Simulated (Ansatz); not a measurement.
PbSe (Clausthalite) under changes of volume

One of the cells (28.671 Å³/atom); the others are scaled copies at fixed shape and fractional positions:

```
Pb Se
1.0
     0.00000    3.06065    3.06065
     3.06065    0.00000    3.06065
     3.06065    3.06065    0.00000
Pb Se
1 1
Direct
  0.00000 0.00000 0.00000
  0.50000 0.50000 0.50000
```

| Property | Result |
| --- | --- |
| Program | Ansatz 0.2.0 |
| Functional | revPBE |
| Dispersion | D3(BJ) |
| Potentials or basis | Ansatz PAW |
| Cutoff | 420 eV (not typed: the program's choice for these potentials) |
| k mesh | 8 × 8 × 8 |
| Occupations | fermi-dirac, width 0.05 eV |
| Spin | no spin polarisation |

```csv
volume (Å³/atom),energy over the lowest point (meV/atom),pressure (GPa),gap on the mesh (eV)
26.951,?,?,?
27.524,6.10,2.0,0.20
28.097,1.03,0.8,0.28
28.671,0.00,-0.2,0.35
29.244,2.59,-1.2,0.41
29.818,8.36,-2.0,0.47
30.391,16.82,-2.7,0.53
```

What does the run at 26.951 Å³/atom give?

Energy over the lowest point 15.63 meV/atom; pressure 3.3 GPa; gap on the mesh 0.12 eV.

Worked out: A Birch-Murnaghan fit of order 3 (a polynomial in V^(-2/3)) to the other rows has its minimum at 28.53 Å³/atom with B0 = V·E''(V) = 51 GPa and B' = 5.5. It gives 15.86 meV/atom at 26.951 Å³/atom, against the run's 15.63, and -dE/dV = 3.4 GPa, against 3.3. A straight line through the other rows of the gap, of slope 3.29 eV per unit of ln V (its deformation potential), extrapolates to 0.14 eV, against the run's 0.12.

Energies are extrapolated to zero smearing.

Caveats: spin-orbit coupling is left out, which as a rule narrows the gap of such compounds by several tenths of an eV; the PAW data sets come from PBE, with cores solved anew for the run's functional, which leaves a small shift of forces and pressure.

A mesh can miss the band edges.
